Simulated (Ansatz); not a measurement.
## HfO₂ and a variant

Base: a structure deposited in the COD whose atoms were relaxed with PBE, the cell held.

```
Hf O
1.0
     5.11800    0.00000    0.00000
     0.00000    5.18570    0.00000
    -0.85866    0.00000    5.21387
Hf O
4 8
Direct
  0.27670 0.04188 0.20813
  0.72330 0.54188 0.29187
  0.72330 0.95812 0.79187
  0.27670 0.45812 0.70813
  0.44655 0.75838 0.48027
  0.55345 0.25838 0.01973
  0.55345 0.24162 0.51973
  0.44655 0.74162 0.98027
  0.07264 0.33925 0.33895
  0.92736 0.83925 0.16105
  0.92736 0.66075 0.66105
  0.07264 0.16075 0.83895
```

Sites (sets of like atoms) are named by element and the number of their first atom in this list.

Level of theory: DFT, PBE, plane waves and PAW (field gradients read without the response of the frozen cores, which leaves them typically 4 to 6 % off), scalar-relativistic, 420 eV cutoff, Γ-centred 4×4×4 k-points, Fermi–Dirac smearing 0.02 eV (Ansatz 0.2.0).

**Question.** Variant: atom 4 (Hf) moved by 0.10 Å along (0.030, -0.059, 0.075) Å. What happens to the gradients (10²¹ V/m²)?

**Answer.** 

```csv
site,atoms,V_zz base,η base,V_zz variant,η variant
Hf1,1,12.04,0.16,12.21,0.26
Hf2,2,12.04,0.16,12.24,0.10
Hf3,3,12.04,0.16,12.06,0.18
Hf4,4,12.04,0.16,14.93,0.19
O5,5,-1.10,1.00,1.21,0.89
O6,6,-1.10,1.00,-1.30,0.85
O7,7,-1.10,1.00,1.32,0.46
O8,8,-1.10,1.00,-1.39,0.58
O9,9,-1.38,0.88,-1.57,0.35
O10,10,-1.38,0.88,-1.43,0.95
O11,11,-1.38,0.88,-1.52,0.70
O12,12,-1.38,0.88,-1.25,0.72
```

The largest change of V_zz along a kept axis is on Hf4, from 12.04 to 14.93. In per cent, |V_zz| changes by 0 to +24 on Hf, -10 to +27 on O (all sites that start above 0.5, bar those whose gradient vanishes or changes sign or whose main axis turns by over 40°). Where |V_zz| stays above 0.1 and the axes keep their order, η moves most on O9, from 0.88 to 0.35. On O7, O5 the largest principal value lies along another axis in the second run, so the two V_zz can't be compared directly. The number of symmetry-distinct sites goes from 3 to 12.

Without spin–orbit coupling the gradients at and beside Hf can be off by some per cent, at some sites by more.
For the base: At this cell the principal stresses reach 5 GPa in size with PBE, which can matter for small gradients.
For the variant: The atoms aren't relaxed after the move (largest force 2.2 eV/Å).
